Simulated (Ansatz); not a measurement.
The system is InSe.

```xyz
8
Lattice="4.0473 0.0000 0.0000 -2.0237 3.5051 0.0000 0.0000 0.0000 18.0521" Properties=species:S:1:pos:R:3 pbc="T T T"
In    0.0000    2.3367    1.3971
In    0.0000    2.3367   16.6550
In    0.0000    0.0000    7.6289
In    0.0000    0.0000   10.4231
Se    0.0000    2.3367    6.3721
Se    0.0000    2.3367   11.6800
Se    2.0237    1.1684    2.6537
Se    2.0237    1.1684   15.3984
```

Measurements of this composition are mostly on another form, of space group No. 160.

| Item | Value |
| --- | --- |
| Program | Ansatz 0.2.0 |
| Task | relaxation of cell and atoms |
| Functional | RPBE |
| Dispersion | D3(BJ) |
| Potentials or basis | Ansatz PAW |
| Cutoff | 420 eV (not typed: the program's choice for these potentials) |
| k mesh | 8 × 8 × 2 |
| Occupations | fermi-dirac, width 0.05 eV |
| Spin | no spin polarisation |

At the start: volume 32.01 Å³/atom.

How do energy, volume and symmetry change on relaxing?

It ends after 8 steps and the volume is 23.65 Å³/atom (-26.1 %); space group P-6m2 (No. 187, to 0.05 Å).

The path:
```csv
step,energy change (eV),largest force (eV/Å),volume (Å³)
1,0.0000,0.1478,256.09
2,-0.5802,0.5006,226.85
3,-0.9079,0.2092,208.84
4,-1.1737,0.2344,194.41
5,-1.3333,0.1216,185.74
6,-1.3450,0.0127,189.11
7,-1.3450,0.0008,189.19
8,-1.3350,0.0005,189.19
```

Final structure:
```
In Se
1.0
     3.73852    0.00000    0.00000
    -1.86926    3.23765    0.00000
     0.00000    0.00000   15.63047
In Se
4 4
Direct
  0.33333 0.66667 0.08642
  0.33333 0.66667 0.91358
  0.00000 0.00000 0.41362
  0.00000 0.00000 0.58638
  0.33333 0.66667 0.32362
  0.33333 0.66667 0.67638
  0.66667 0.33333 0.17678
  0.66667 0.33333 0.82322
```

Caveat: the volume moved by over 15 % at a fixed basis, so the end points are rough; the plane-wave basis is chosen anew once the cell has moved, so the energies of steps on either side of that aren't comparable; the PAW data sets come from PBE, with cores solved anew for the run's functional, which leaves a small shift of forces and pressure.
